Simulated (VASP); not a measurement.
SrO: relaxation of the atoms with PBE+D3(BJ)

SrO:

```
Sr O
1.0
     0.00000    2.52655    2.52655
     2.52655    0.00000    2.52655
     2.52655    2.52655    0.00000
Sr O
1 1
Direct
  0.50000 0.50000 0.50000
  0.00000 0.00000 0.00000
```

The cell isn't the ideal one: a relaxed cell with its volume scaled by 0.94.

* Program: VASP 6.6.1
* Task: relaxation of the atoms
* Functional: PBE
* Dispersion: D3(BJ)
* Potentials or basis: VASP PAW PBE potentials, release 64 (Sr_sv, O)
* Cutoff: 600 eV
* k mesh: 10 × 10 × 10
* Occupations: gaussian, width 0.03 eV
* Spin: no spin polarisation
* Further INCAR settings: ALGO = Normal; EDIFF = 1e-07; IBRION = 2; EDIFFG = -0.01; NSW = 40

The pressure after relaxing is 6.4 GPa. The band gap on the k mesh is 3.23 eV, indirect (least direct gap 3.28 eV). The dispersion energy per atom is -0.259 eV.

Final structure:
```
CELL_PARAMETERS angstrom
0.00000 2.52655 2.52655
2.52655 0.00000 2.52655
2.52655 2.52655 0.00000
ATOMIC_POSITIONS crystal
Sr 0.50000 0.50000 0.50000
O 0.00000 0.00000 0.00000
```

Levels at points of the mesh, in eV from the valence-band top:
```tsv
k point	band 6	band 7	band 8	band 9	band 10	band 11
(0.00, 0.00, 0.00)	0.00	0.00	0.00	4.37	6.32	6.32
(0.50, 0.00, 0.00)	-2.27	-1.24	-1.24	6.78	8.89	9.15
(0.50, 0.50, 0.00)	-0.33	-0.05	-0.05	3.23	8.21	10.52
```

It took 16 s on 1 thread of Intel(R) Xeon(R) 6975P-C (Granite Rapids) (shared host), peak memory 0.19 GiB.

Caveat: the relaxation stopped at its first step, so nothing moved. A k mesh can miss the band edges.
